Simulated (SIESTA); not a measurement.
PbS (Galena):

```
Pb S
1.0
     0.00000    2.96575    2.96575
     2.96575    0.00000    2.96575
     2.96575    2.96575    0.00000
Pb S
1 1
Direct
  0.00000 0.00000 0.00000
  0.50000 0.50000 0.50000
```

Base run:

* Program: SIESTA 5.4.2
* Functional: PBE
* Potentials or basis: PseudoDojo 0.4 standard (PBE files)
* Basis: DZP (energy shift 0.003 Ry; two zetas on semicore shells)
* Grid cutoff: 500 Ry
* Energy shift: 0.003 Ry
* k mesh: 8 × 8 × 8
* Occupations: fermi-dirac, width 0.05 eV
* Spin: no spin polarisation

Its results: band gap on the k mesh 0.41 eV, direct; pressure 3.0 GPa.

Question: The run is repeated on the same cell with these changes: basis from DZP (energy shift 0.003 Ry; two zetas on semicore shells) to SZP (energy shift 0.003 Ry). What comes out?

Answer: Band gap on the k mesh 0.62 eV, direct; pressure 4.0 GPa.

Caveats: spin-orbit coupling is left out, which as a rule narrows the gap of such compounds by several tenths of an eV; the basis of atomic orbitals isn't converged, which shifts pressures, moduli and gaps.

A k mesh can miss the band edges.
